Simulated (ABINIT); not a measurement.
# CdTe (F-43m) in ABINIT: further runs

Aim: see how the results for CdTe move with the level of theory and the settings. Levels: HCTH407, LDA, revPBE+D3(BJ). Tasks: band structure, equation of state.

All numbers are computed with ABINIT 10.8.3 (patched build); they aren't measurements. Logs are shortened: lines on timing, memory, paths and dates and some standing lists are left out, and cuts for length are marked. The log counts tension as positive stress, the text compression.

**The experiment to reproduce.**

From a printed reference work, data compilation, for a bulk crystal of CdTe at 0 K: band gap 1.607 eV.

“Multiscale insight into the Cd1-xZnxTe vibrational-mechanical properties -- High-pressure experiments and ab initio calculations”, 2023, arxiv:2306.14539 quotes, for a powder of CdTe: bulk modulus 42 ± 2 GPa.

How close the calculation comes is told below.

## Step 1: The crystal as given

It takes space group F-43m (No. 216, cubic). The conventional cell has a = 6.410 Å, b = 6.410 Å, c = 6.410 Å, α = 90.00°, β = 90.00°, γ = 90.00°. Around Te (site symmetry -43m) lie 4 Cd at 2.78 Å. Cd (site symmetry -43m) has 4 Te at 2.78 Å as nearest neighbours.

## Step 2: Band structure, HCTH407

File run.abi:

```
# Datasets: ground state, then fixed potential
ndtset 2

# Pseudopotentials
pp_dirpath "./"
pseudos "Te.GGA_PBE-JTH.xml, Cd.GGA_PBE-JTH.xml"

# Structure
acell 8.5652865883 8.5652865883 8.5652865883
rprim
     0.0000000000     0.7071067812     0.7071067812
     0.7071067812     0.0000000000     0.7071067812
     0.7071067812     0.7071067812     0.0000000000
ntypat 2
znucl 52 48
natom 2
typat 1 2
xcart
     4.8075000000     4.8075000000     4.8075000000
     0.0000000000     0.0000000000     0.0000000000 Angstrom

# Plane-wave basis
ecut 17.0
pawecutdg 34.0

# Exchange and correlation
ixc 27

# Bands and occupations
occopt 3
tsmear 0.05 eV

# SCF cycle
nstep 100

# Output
iomode 3
prtwf 0
prteig 0
prtebands 0
enunit 1
prtden1 1

# Dataset 1
kptopt1 1
ngkpt1 7 7 7
nshiftk1 1
shiftk1 0.0 0.0 0.0
nband1 13
tolvrs1 1.0e-9

# Dataset 2: bands along G-X-W-K-G-L-U-W-L-K
iscf2 -2
getden2 1
nband2 17
nbdbuf2 2
tolwfr2 1.0e-12
kptopt2 -9
ndivsm2 6
prteig2 1
prtvol2 -3
kptbounds2
     0.0000000000     0.0000000000     0.0000000000
     0.5000000000     0.0000000000     0.5000000000
     0.5000000000     0.2500000000     0.7500000000
     0.3750000000     0.3750000000     0.7500000000
     0.0000000000     0.0000000000     0.0000000000
     0.5000000000     0.5000000000     0.5000000000
     0.6250000000     0.2500000000     0.6250000000
     0.5000000000     0.2500000000     0.7500000000
     0.5000000000     0.5000000000     0.5000000000
     0.3750000000     0.3750000000     0.7500000000
```

Potentials or basis: JTH PAW PBE v2.0.

On the command line:

```
$ abinit run.abi > log 2>&1
```

run.abo:

```text
.Version 10.8.3 of ABINIT
 DATASET    1 : space group F-4 3 m (#216); Bravais cF (face-center cubic)
================================================================================
 Values of the parameters that define the memory need for DATASET  1.
     intxc =       0    ionmov =       0      iscf =       7    lmnmax =      18
     lnmax =       6     mgfft =      32  mpssoang =       3    mqgrid =    3001
     natom =       2  nloc_mem =       2    nspden =       1   nspinor =       1
    nsppol =       1      nsym =      24    n1xccc =       1    ntypat =       2
    occopt =       3   xclevel =       2
       mpw =        1498          nfft =       32768          nkpt =          20
 PAW method is used; the additional fine FFT grid is defined by:
   mgfftf=        48    nfftf =    110592
================================================================================
================================================================================

 DATASET    2 : space group F-4 3 m (#216); Bravais cF (face-center cubic)
================================================================================
 Values of the parameters that define the memory need for DATASET  2.
     intxc =       0    ionmov =       0      iscf =      -2    lmnmax =      18
     lnmax =       6     mgfft =      32  mpssoang =       3    mqgrid =    3001
     natom =       2  nloc_mem =       2    nspden =       1   nspinor =       1
    nsppol =       1      nsym =      24    n1xccc =       1    ntypat =       2
    occopt =       3   xclevel =       2
       mpw =        1508          nfft =       32768          nkpt =         103
 PAW method is used; the additional fine FFT grid is defined by:
   mgfftf=        48    nfftf =    110592
================================================================================
================================================================================

--------------------------------------------------------------------------------
------------- Echo of variables that govern the present computation ------------
--------------------------------------------------------------------------------
 -outvars: echo values of preprocessed input variables --------
            acell      8.5652865883E+00  8.5652865883E+00  8.5652865883E+00 Bohr
              amu      1.27600000E+02  1.12411000E+02
             ecut      1.70000000E+01 Hartree
           enunit           1
           getden1          0
           getden2          1
             iscf1          7
             iscf2         -2
              ixc          27
           jdtset        1    2
           kptopt1          1
           kptopt2         -9
         kptrlatt        7    0    0      0    7    0      0    0    7
          kptrlen1     5.99570061E+01
          kptrlen2     3.00000000E+01
            natom           2
            nband1         13
            nband2         17
           nbdbuf1          0
           nbdbuf2          2
           ndtset           2
           ndivsm1          0
           ndivsm2          6
            ngfft          32      32      32
          ngfftdg          48      48      48
             nkpt1         20
             nkpt2        103
            nstep         100
             nsym          24
           ntypat           2
           occopt           3
        pawecutdg      3.40000000E+01 Hartree
         pawxcdev           0
        prtebands           0
           prteig1          0
           prteig2          1
           prtvol1          0
           prtvol2         -3
            prtwf           0
            rprim      0.0000000000E+00  7.0710678120E-01  7.0710678120E-01
                       7.0710678120E-01  0.0000000000E+00  7.0710678120E-01
                       7.0710678120E-01  7.0710678120E-01  0.0000000000E+00
           shiftk1     0.00000000E+00  0.00000000E+00  0.00000000E+00
           shiftk2     5.00000000E-01  5.00000000E-01  5.00000000E-01
          spgroup         216
           tolvrs1     1.00000000E-09
           tolvrs2     0.00000000E+00
           tolwfr1     0.00000000E+00
           tolwfr2     1.00000000E-12
           tsmear      1.83746611E-03 Hartree
[... 256 lines left out ...]

 getcut: wavevector=  0.0000  0.0000  0.0000  ngfft=  32  32  32
         ecut(hartree)=     17.000   => boxcut(ratio)=   2.01288

 Fine grid specifications (used for densities):

 getcut: wavevector=  0.0000  0.0000  0.0000  ngfft=  48  48  48
         ecut(hartree)=     34.000   => boxcut(ratio)=   2.13498
--------------------------------------------------------------------------------

================================================================================
 Non-SCF case, kpt    1 (  0.00000  0.00000  0.00000), residuals and eigenvalues=
  9.72E-13  6.86E-13  4.68E-13  5.44E-13  7.40E-13  6.05E-13  6.32E-13  2.90E-13
  7.49E-13  6.65E-13  7.01E-13  6.27E-13  9.68E-13  7.04E-13  8.00E-13  3.18E-10
  4.24E-09
 -5.1380E-01 -4.2075E-01 -4.2075E-01 -4.2075E-01 -4.1173E-01 -4.1173E-01
 -9.8841E-02 -9.8841E-02 -9.8841E-02 -5.5923E-02  8.2368E-02  8.2368E-02
  8.2368E-02  2.1216E-01  2.6676E-01  2.6676E-01  3.0518E-01
 Non-SCF case, kpt    2 (  0.02941  0.00000  0.02941), residuals and eigenvalues=
  7.06E-13  9.12E-13  3.81E-13  7.73E-13  5.36E-13  5.71E-13  6.47E-13  4.69E-13
  7.31E-13  6.18E-13  9.57E-13  7.95E-13  9.98E-13  6.87E-13  6.09E-13  7.07E-13
  9.67E-09
[... 696 lines left out ...]
 Non-SCF case, kpt  102 (  0.38750  0.38750  0.72500), residuals and eigenvalues=
  9.85E-13  2.28E-13  3.34E-13  7.89E-13  8.57E-13  6.24E-13  8.99E-13  5.57E-13
  8.17E-13  9.02E-13  5.29E-13  7.93E-13  3.83E-13  7.57E-13  7.69E-13  1.31E-10
  5.02E-10
 -4.9789E-01 -4.1681E-01 -4.1610E-01 -4.1296E-01 -4.1115E-01 -3.8888E-01
 -2.5198E-01 -1.9100E-01 -1.5232E-01  2.3014E-02  8.9340E-02  1.8273E-01
  1.8409E-01  2.1060E-01  2.7570E-01  3.8437E-01  4.1289E-01
 Non-SCF case, kpt  103 (  0.37500  0.37500  0.75000), residuals and eigenvalues=
  5.03E-13  7.56E-13  4.46E-13  5.69E-13  7.28E-13  7.30E-13  5.68E-13  3.27E-13
  8.99E-13  8.73E-13  4.95E-13  5.51E-13  9.21E-13  5.58E-13  9.40E-13  7.69E-09
  5.05E-06
 -4.9770E-01 -4.1665E-01 -4.1590E-01 -4.1318E-01 -4.1105E-01 -3.8849E-01
 -2.5269E-01 -1.9045E-01 -1.5481E-01  2.1387E-02  8.0982E-02  1.9171E-01
  1.9313E-01  2.1096E-01  2.8132E-01  3.8689E-01  4.2225E-01

--- !ResultsGS
iteration_state: {dtset: 2, }
comment   : Summary of ground state results
lattice_vectors:
- [  0.0000000,   6.0565722,   6.0565722, ]
- [  6.0565722,   0.0000000,   6.0565722, ]
- [  6.0565722,   6.0565722,   0.0000000, ]
lattice_lengths: [   8.56529,    8.56529,    8.56529, ]
lattice_angles: [ 60.000,  60.000,  60.000, ] # degrees, (23, 13, 12)
lattice_volume:   4.4433518E+02
convergence: {deltae:  0.000E+00, res2:  0.000E+00, residm:  9.994E-13, diffor:  0.000E+00, }
etotal    :  -5.64270710E+01
entropy   :   0.00000000E+00
fermie    :  -7.62042134E-02
cartesian_stress_tensor: null
pressure_GPa: null
xred      :
- [  7.5000E-01,   7.5000E-01,   7.5000E-01, Te]
- [  4.9856E-10,   4.9856E-10,   4.9856E-10, Cd]
cartesian_forces: null
force_length_stats: {min: null, max: null, mean: null, }
...

 Integrated electronic density in atomic spheres:
 ------------------------------------------------
 Atom  Sphere_radius  Integrated_density
    1        2.31107          3.26524229
    2        2.50234         10.51218813

================================================================================

 ----iterations are completed or convergence reached----

 Mean square residual over all n,k,spin=   71.525E-14; max=  99.937E-14
 reduced coordinates (array xred) for    2 atoms
       0.750000000499      0.750000000499      0.750000000499
       0.000000000499      0.000000000499      0.000000000499

 cartesian coordinates (angstrom) at end:
    1      4.80750000000000     4.80750000000000     4.80750000000000
    2      0.00000000319578     0.00000000319578     0.00000000319578
 length scales=  8.565286588300  8.565286588300  8.565286588300 bohr
              =  4.532554464307  4.532554464307  4.532554464307 angstroms
 Eigenvalues (   eV  ) for nkpt= 103  k points:
 kpt#   1, nband= 17, wtk=  1.00000, kpt=  0.0000  0.0000  0.0000 (reduced coord)
 -13.98117  -11.44920  -11.44920  -11.44920  -11.20371  -11.20371   -2.68960   -2.68960
  -2.68960   -1.52173    2.24135    2.24135    2.24135    5.77309    7.25891    7.25891
   8.30433
 kpt#   2, nband= 17, wtk=  1.00000, kpt=  0.0294  0.0000  0.0294 (reduced coord)
 -13.97701  -11.44799  -11.44799  -11.44605  -11.20410  -11.20341   -2.81116   -2.71277
  -2.71277   -1.39815    2.20211    2.27652    2.27652    5.83838    7.05024    7.26701
   8.32881
 kpt#   3, nband= 17, wtk=  1.00000, kpt=  0.0588  0.0000  0.0588 (reduced coord)
 -13.96469  -11.44444  -11.44444  -11.43657  -11.20524  -11.20254   -3.08651   -2.77994
  -2.77994   -1.11792    2.09351    2.37967    2.37967    6.01920    6.64379    7.29125
   8.40218
 kpt#   4, nband= 17, wtk=  1.00000, kpt=  0.0882  0.0000  0.0882 (reduced coord)
 -13.94467  -11.43855  -11.43855  -11.42060  -11.20676  -11.20108   -3.41724   -2.88476
  -2.88476   -0.78326    1.93686    2.54456    2.54456    6.10334    6.40405    7.33156
   8.52437
 kpt#   5, nband= 17, wtk=  1.00000, kpt=  0.1176  0.0000  0.1176 (reduced coord)
[... 381 lines left out ...]
  -3.96792    0.68427    2.63103    4.33769    4.56266    6.15631    7.47813    9.39318
  10.57810
 kpt# 101, nband= 17, wtk=  1.00000, kpt=  0.4000  0.4000  0.7000 (reduced coord)
 -13.55705  -11.34791  -11.33049  -11.23118  -11.19006  -10.60424   -6.84544   -5.13974
  -4.06206    0.66732    2.58932    4.66928    4.70496    5.92027    7.45059   10.00733
  10.86696
 kpt# 102, nband= 17, wtk=  1.00000, kpt=  0.3875  0.3875  0.7250 (reduced coord)
 -13.54838  -11.34210  -11.32275  -11.23732  -11.18798  -10.58193   -6.85665   -5.19730
  -4.14490    0.62624    2.43108    4.97234    5.00932    5.73076    7.50213   10.45912
  11.23536
 kpt# 103, nband= 17, wtk=  1.00000, kpt=  0.3750  0.3750  0.7500 (reduced coord)
 -13.54314  -11.33749  -11.31709  -11.24318  -11.18537  -10.57144   -6.87592   -5.18231
  -4.21268    0.58197    2.20364    5.21660    5.25521    5.74043    7.65498   10.52769
  11.48992

== END DATASET(S) ==============================================================
================================================================================

 -outvars: echo values of variables after computation  --------
            acell      8.5652865883E+00  8.5652865883E+00  8.5652865883E+00 Bohr
           etotal1    -5.6427070964E+01
            fcart1    -3.0849098824E-46  1.1114559198E-29  3.0849098824E-46
                       3.0849098824E-46 -1.1114559198E-29 -3.0849098824E-46
            rprim      0.0000000000E+00  7.0710678120E-01  7.0710678120E-01
                       7.0710678120E-01  0.0000000000E+00  7.0710678120E-01
                       7.0710678120E-01  7.0710678120E-01  0.0000000000E+00
           strten1    -2.0647169541E-04 -2.0647169541E-04 -2.0647169541E-04
                       0.0000000000E+00  0.0000000000E+00  0.0000000000E+00
           xangst      4.8075000000E+00  4.8075000000E+00  4.8075000000E+00
                       3.1957815106E-09  3.1957815106E-09  3.1957815106E-09
             xred      7.5000000050E-01  7.5000000050E-01  7.5000000050E-01
                       4.9856185846E-10  4.9856185846E-10  4.9856185846E-10
 Calculation completed.
```

It took 2.7 min on 1 thread of Arm Neoverse V1, shared host; peak memory 0.14 GiB.

What came out:

- Free energy: -1535.4588 eV
- Band gap on the k mesh: 1.17 eV, direct
- Valence electrons inside the program's atomic spheres: Te 3.27; Cd 10.51

Levels at the corners of the path, in eV from the valence-band top:
```
point  band 7  band 8  band 9  band 10  band 11  band 12
    Γ    0.00    0.00    0.00     1.17     4.93     4.93
    X   -4.29   -1.84   -1.84     2.99     3.07     9.48
    W   -4.17   -2.27   -2.14     4.50     5.15     6.04
    K   -4.19   -2.49   -1.52     3.27     4.89     7.91
    Γ    0.00    0.00    0.00     1.17     4.93     4.93
    L   -4.37   -0.77   -0.77     2.16     5.56     5.56
    U   -4.19   -2.49   -1.52     3.27     4.89     7.91
    W   -4.17   -2.27   -2.14     4.50     5.15     6.04
    L   -4.37   -0.77   -0.77     2.16     5.56     5.56
    K   -4.19   -2.49   -1.52     3.27     4.89     7.91
```

Caveat: the cutoff is too short for stress, so the log's stress isn't used; the PAW data sets were made with another functional, which shifts forces and pressure a little; spin-orbit coupling is left out, which moves the levels of the heavy elements.

## Step 3: Equation of state, LDA

File run.abi:

```
# Datasets: one volume each
ndtset 7
getwfk -1
scalecart1 3*0.9795861087
scalecart2 3*0.9864848297
scalecart3 3*0.9932883884
scalecart4 3*1.0000000000
scalecart5 3*1.0066227096
scalecart6 3*1.0131594038
scalecart7 3*1.0196128224

# Pseudopotentials
pp_dirpath "./"
pseudos "Te.LDA_PW-JTH.xml, Cd.LDA_PW-JTH.xml"

# Structure
acell 4.5325544674 4.5325544674 4.5325544674 Angstrom
rprim
     0.0000000000     0.7071067812     0.7071067812
     0.7071067812     0.0000000000     0.7071067812
     0.7071067812     0.7071067812     0.0000000000
ntypat 2
znucl 52 48
natom 2
typat 1 2
xred
     0.7500000000     0.7500000000     0.7500000000
     0.0000000000     0.0000000000     0.0000000000

# Plane-wave basis
ecut 17.0
pawecutdg 34.0

# k points
kptopt 1
ngkpt 7 7 7
nshiftk 1
shiftk 0.0 0.0 0.0

# Exchange and correlation
ixc 7

# Bands and occupations
nband 13
occopt 3
tsmear 0.00183747

# SCF cycle
nstep 100
tolvrs 1.0e-9

# Output
iomode 3
prtwf 1
prtden 0
prteig 0
prtebands 0
enunit 1
```

Potentials or basis: JTH PAW LDA v2.0.

On the command line:

```
$ abinit run.abi > log 2>&1
```

run.abo:

```text
.Version 10.8.3 of ABINIT
 DATASET    1 : space group F-4 3 m (#216); Bravais cF (face-center cubic)
================================================================================
 Values of the parameters that define the memory need for DATASET  1.
     intxc =       0    ionmov =       0      iscf =      17    lmnmax =      18
     lnmax =       6     mgfft =      32  mpssoang =       3    mqgrid =    3001
     natom =       2  nloc_mem =       2    nspden =       1   nspinor =       1
    nsppol =       1      nsym =      24    n1xccc =       1    ntypat =       2
    occopt =       3   xclevel =       1
       mpw =        1416          nfft =       32768          nkpt =          20
 PAW method is used; the additional fine FFT grid is defined by:
   mgfftf=        48    nfftf =    110592
================================================================================
================================================================================
[... 71 lines left out ...]
 DATASET    7 : space group F-4 3 m (#216); Bravais cF (face-center cubic)
================================================================================
 Values of the parameters that define the memory need for DATASET  7.
     intxc =       0    ionmov =       0      iscf =      17    lmnmax =      18
     lnmax =       6     mgfft =      36  mpssoang =       3    mqgrid =    3001
     natom =       2  nloc_mem =       2    nspden =       1   nspinor =       1
    nsppol =       1      nsym =      24    n1xccc =       1    ntypat =       2
    occopt =       3   xclevel =       1
       mpw =        1600          nfft =       46656          nkpt =          20
 PAW method is used; the additional fine FFT grid is defined by:
[... 1440 lines left out ...]
            acell      8.5652865941E+00  8.5652865941E+00  8.5652865941E+00 Bohr
           etotal1    -5.6134032675E+01
           etotal2    -5.6134878764E+01
           etotal3    -5.6135378491E+01
           etotal4    -5.6135553129E+01
           etotal5    -5.6135433944E+01
           etotal6    -5.6135083922E+01
           etotal7    -5.6134491470E+01
            fcart1    -1.7728404456E-31  1.7728404456E-31 -1.7728404456E-31
                       1.7728404456E-31 -1.7728404456E-31  1.7728404456E-31
            fcart2    -0.0000000000E+00 -0.0000000000E+00 -0.0000000000E+00
                      -0.0000000000E+00 -0.0000000000E+00 -0.0000000000E+00
            fcart3    -0.0000000000E+00 -0.0000000000E+00 -0.0000000000E+00
                      -0.0000000000E+00 -0.0000000000E+00 -0.0000000000E+00
            fcart4     6.9465994937E-31  6.9465994937E-31 -2.0839798481E-30
                      -6.9465994937E-31 -6.9465994937E-31  2.0839798481E-30
            fcart5     6.9008968578E-31  0.0000000000E+00 -6.9008968578E-31
                      -6.9008968578E-31  0.0000000000E+00  6.9008968578E-31
[... 38 lines left out ...]
                       0.0000000000E+00  0.0000000000E+00  0.0000000000E+00
           xangst1     4.7093602177E+00  4.7093602177E+00  4.7093602177E+00
                       0.0000000000E+00  0.0000000000E+00  0.0000000000E+00
           xangst2     4.7425258189E+00  4.7425258189E+00  4.7425258189E+00
                       0.0000000000E+00  0.0000000000E+00  0.0000000000E+00
           xangst3     4.7752339273E+00  4.7752339273E+00  4.7752339273E+00
                       0.0000000000E+00  0.0000000000E+00  0.0000000000E+00
           xangst4     4.8075000001E+00  4.8075000001E+00  4.8075000001E+00
                       0.0000000000E+00  0.0000000000E+00  0.0000000000E+00
           xangst5     4.8393386765E+00  4.8393386765E+00  4.8393386765E+00
                       0.0000000000E+00  0.0000000000E+00  0.0000000000E+00
           xangst6     4.8707638339E+00  4.8707638339E+00  4.8707638339E+00
                       0.0000000000E+00  0.0000000000E+00  0.0000000000E+00
           xangst7     4.9017886438E+00  4.9017886438E+00  4.9017886438E+00
                       0.0000000000E+00  0.0000000000E+00  0.0000000000E+00
             xred      7.5000000000E-01  7.5000000000E-01  7.5000000000E-01
                       0.0000000000E+00  0.0000000000E+00  0.0000000000E+00
 Calculation completed.
```

Run time: 1.7 min. Hardware: 1 thread of Arm Neoverse V1, shared host; peak memory 0.14 GiB.

What came out:

| Quantity | Value |
| --- | --- |
| Equilibrium volume | 32.99 Å³/atom |
| Bulk modulus | 46 GPa |
| Pressure derivative of the bulk modulus | 4.8 |

Energy against volume, from the lowest point:
```
volume (Å³/atom)  energy (meV/atom)
          30.947              20.69
          31.605               9.18
          32.263               2.38
          32.922               0.00
          33.580               1.62
          34.239               6.38
          34.897              14.44
```

Caveat: the cutoff is too short for stress, so the log's stress isn't used; pressures at fixed basis lie under the slope of the energies. The run has no spin-orbit coupling, so splittings on Te are missing.

(Part 1 of 2 ends here.)
